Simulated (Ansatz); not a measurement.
**Bi (Im-3m) under several functionals**

Plane-wave DFT in Ansatz with scalar-relativistic PAW potentials. The same structure was relaxed (cell and atoms, symmetry kept) in separate runs at each level. This bcc form isn't the element's structure at ambient conditions. No spin polarisation.

| level | cutoff (eV) | k mesh | V (Å³/atom) | a (Å) | B0 (GPa) |
| --- | --- | --- | --- | --- | --- |
| LDA | 420 | 16×16×16 | 29.257 | 3.882 | – |
| PBE+D3(BJ) | 420 | 16×16×16 | 30.094 | 3.919 | 58 |
| r2SCAN | 500 | 16×16×16 | 31.059 | 3.960 | 55 |

Question: Where does PBEsol (420 eV, k mesh 16×16×16) fall?

Answer: V (Å³/atom) 29.972, a (Å) 3.914, B0 (GPa) 59. Its volume is between those of LDA and PBE+D3(BJ). The usual order of volumes, LDA < PBEsol, holds here (29.257, 29.972 Å³/atom). As a rule LDA overbinds; PBEsol, built on the gradient expansion of slowly varying densities, lies between LDA and PBE. B0 goes from 59.5 to 54.7 GPa as the volume grows by 3.6 %; on one curve with B' = 5.5 the volume alone, B ∝ V^(−B'), would give 48.8 GPa, and the rest of the difference is the functional's own stiffness.

Spin–orbit coupling is left out, which can shift energies with elements as heavy as these.